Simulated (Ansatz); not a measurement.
**Relaxation path: hcp Cu (10-10), 6 layers**

DFT, PBE, PAW with Ansatz's default frozen-core files, scalar-relativistic (Ansatz 0.2.0); a Γ-centred 14×9×1 k mesh, Fermi–Dirac smearing of 0.08 eV, no spin polarisation. The run relaxes the atoms in the fixed cell.

Command: `ansatz run input.yaml --threads 2 --pin off --max-ram 4096MiB --backend cpu --events-out ev --progress --plain --runs-dir out` It took 5 min on 2 threads of AMD EPYC 7R43 64-Core Processor (Zen 3) (shared host), peak memory 0.82 GiB.

```yaml
crystal:
  lattice:
    - [2.5589948731, 0.0, 0.0]
    - [0.0, 4.2211463337, 0.0]
    - [0.0, 0.0, 21.171]
  atoms:
    - { symbol: Cu, position: [0.25, 0.75, 0.3778747501] }
    - { symbol: Cu, position: [0.75, 0.25, 0.4127676789] }
    - { symbol: Cu, position: [0.75, 0.75, 0.4825535356] }
    - { symbol: Cu, position: [0.25, 0.25, 0.5174464644] }
    - { symbol: Cu, position: [0.25, 0.75, 0.5872323211] }
    - { symbol: Cu, position: [0.75, 0.25, 0.6221252499] }
kpoints:
  mp_grid: { grid: [14, 9, 1] }
scf:
  occupations: { method: fermi_dirac, width: 0.08 }
hamiltonian:
  xc: pbe
  pseudopotentials: { kind: paw }
output:
  forces: true
  stress: true
  eigenvalues: true
  write_density: true
  write_potential: true
  elf: true
  volumetric_format: npy
relax:
  f_tol: 0.01
  max_steps: 40
efield:
  axis: 3
  amplitude: 0
  dipole_correction: true
```

Each step lists its free energy a cell above the last geometry, and Cartesian positions (Å) with forces (eV/Å).

The first step:

```
step 1  dF = 39.26 meV
  Cu 0.6397 3.1659 8.0000   0.0000 0.0000 0.3431
  Cu 1.9192 1.0553 8.7387   0.0000 0.0000 -0.1841
  Cu 1.9192 3.1659 10.2161   0.0000 0.0000 -0.2286
  Cu 0.6397 1.0553 10.9549   0.0000 0.0000 0.2286
  Cu 0.6397 3.1659 12.4323   0.0000 0.0000 0.1841
  Cu 1.9192 1.0553 13.1710   0.0000 0.0000 -0.3431
```

The cell is 1×1, so reconstructions are forbidden.

Task: Where does the relaxation end, and by which steps?

Result: After 5 geometries, with a shortest distance of 2.488 Å. The further steps:
```
step 2  dF = 18.09 meV
  Cu 0.6397 3.1659 8.0337   0.0000 0.0000 0.2298
  Cu 1.9192 1.0553 8.7315   0.0000 0.0000 -0.1350
  Cu 1.9192 3.1659 10.2175   0.0000 0.0000 -0.1415
  Cu 0.6397 1.0553 10.9535   0.0000 0.0000 0.1415
  Cu 0.6397 3.1659 12.4395   0.0000 0.0000 0.1350
  Cu 1.9192 1.0553 13.1373   0.0000 0.0000 -0.2298
step 3  dF = 0.56 meV
  Cu 0.6397 3.1659 8.1021   0.0000 0.0000 -0.0194
  Cu 1.9192 1.0553 8.7059   0.0000 0.0000 -0.0091
  Cu 1.9192 3.1659 10.2269   0.0000 0.0000 0.0523
  Cu 0.6397 1.0553 10.9441   0.0000 0.0000 -0.0523
  Cu 0.6397 3.1659 12.4651   0.0000 0.0000 0.0091
  Cu 1.9192 1.0553 13.0689   0.0000 0.0000 0.0194
step 4  dF = 0.07 meV
  Cu 0.6397 3.1659 8.1128   0.0000 0.0000 -0.0086
  Cu 1.9192 1.0553 8.6982   0.0000 0.0000 -0.0035
  Cu 1.9192 3.1659 10.2439   0.0000 0.0000 -0.0105
  Cu 0.6397 1.0553 10.9271   0.0000 0.0000 0.0105
  Cu 0.6397 3.1659 12.4728   0.0000 0.0000 0.0035
  Cu 1.9192 1.0553 13.0582   0.0000 0.0000 0.0086
step 5  dF = 0.00 meV
  Cu 0.6397 3.1659 8.1034   0.0000 0.0000 0.0055
  Cu 1.9192 1.0553 8.6978   0.0000 0.0000 0.0067
  Cu 1.9192 3.1659 10.2367   0.0000 0.0000 0.0051
  Cu 0.6397 1.0553 10.9343   0.0000 0.0000 -0.0051
  Cu 0.6397 3.1659 12.4732   0.0000 0.0000 -0.0067
  Cu 1.9192 1.0553 13.0676   0.0000 0.0000 -0.0055
```
